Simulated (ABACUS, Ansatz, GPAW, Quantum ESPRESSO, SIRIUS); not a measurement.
# Cost and result for the equilibrium volume of CdTe

The structure is cubic, space group F-43m (No. 216). The conventional cell has a = 6.410 Å, b = 6.410 Å, c = 6.410 Å, α = 90.00°, β = 90.00°, γ = 90.00°. Te (site symmetry -43m) is surrounded by 4 Cd at 2.78 Å. Around Cd (site symmetry -43m) lie 4 Te at 2.78 Å.

```csv
rung,level,program and potentials,cutoff (eV),k mesh,smearing,task,core time,chip,equilibrium volume (Å³/atom),miss,notes
GGA + dispersion,RPBE+D4,"Ansatz, Ansatz PAW",420,7 × 7 × 7,fermi-dirac 0.05,relaxation of cell and atoms,17 s,Arm Neoverse V1,(a),?,"potentials made for PBE, which Ansatz adapts in part"
GGA,PBEsol,"Ansatz, Ansatz PAW",420,7 × 7 × 7,fermi-dirac 0.05,equation of state,19 s,Intel Xeon,34.16,+0.1 %,"potentials made for PBE, which Ansatz adapts in part"
GGA + dispersion,RPBE+D3(BJ),"Ansatz, Ansatz PAW",420,7 × 7 × 7,fermi-dirac 0.05,relaxation of cell and atoms,25 s,Intel Xeon,30.96,-9.2 %,"potentials made for PBE, which Ansatz adapts in part"
GGA,PBE,"Ansatz, Ansatz PAW",420,7 × 7 × 7,fermi-dirac 0.05,relaxation of cell and atoms,26 s,Intel Xeon,36.22,+6.2 %,-
GGA + dispersion,revPBE+D4,"GPAW, the program's PAW data sets (release 1.2.1) made for this functional",600,6 × 6 × 6,fermi-dirac 0.05,equation of state,36 s,AMD EPYC 9R45 Zen 5,34.24,+0.4 %,-
GGA + dispersion,BLYP+D4,"Ansatz, all-electron LAPW, scalar-relativistic",-,7 × 7 × 7,fermi-dirac 0.05,relaxation of cell and atoms,45 s,Arm Neoverse V1,35.14,+3.0 %,-
LDA,LDA,"GPAW, the program's PAW data sets (release 1.2.1) made for this functional, other valence",600,6 × 6 × 6,fermi-dirac 0.05,equation of state,2 min,Arm Neoverse V1,32.58,-4.5 %,-
LDA,LDA,"Quantum ESPRESSO, GBRV 1.5 LDA",612,7 × 7 × 7,fermi-dirac 0.05,equation of state,2.4 min,Arm Neoverse V2,(b),?,-
hybrid,HSEsol,"Ansatz, Ansatz PAW",420,4 × 4 × 4,fermi-dirac 0.05,relaxation of cell and atoms,2.9 min,Intel Xeon,34.13,+0.1 %,"coarse mesh; potentials made for PBE, which Ansatz adapts in part"
GGA,BP86,"ABACUS, SG15 ONCV 1.2 PBE, plane waves",1401,6 × 6 × 6,fermi-dirac 0.05,relaxation of cell and atoms,6.8 min,Intel Xeon Platinum 8259CL Skylake/Cascade Lake,36.24,+6.2 %,potentials made for PBE
GGA,PBEsol,"SIRIUS, PseudoDojo 0.4.1 PBEsol standard (scalar relativistic)",1388,7 × 7 × 7,fermi-dirac 0.05,equation of state,8 min,Intel Xeon 6975P-C Granite Rapids,(c),?,-
```

Times are single runs on shared hosts and different chips, so they are rough; meshes, cutoffs and the tasks' sizes weigh on the time. All rows: no spin polarisation. Smearing widths are in eV. Meshes differ between rows, which moves values too. Meshes are those of the run's cell of 2 atoms unless a note names another. Relaxations start from the cell shown or near it and stop with a little pressure left. The cell shown, of 32.92 Å³ an atom, is the runs' start and not the measured value. Misses use the values as printed. Runs on faulty files, with rough fits or with known faults for this quantity aren't shown. No row holds spin-orbit coupling.

Measured: 34.11 Å³/atom (arxiv:cond-mat/0608141). The runs are for a static lattice.

Task: Estimate the values left out from the other rows.

Result: (a) 34.60 Å³/atom, miss +1.4 %; (b) 33.16 Å³/atom, miss -2.8 %; (c) 34.23 Å³/atom, miss +0.4 %.
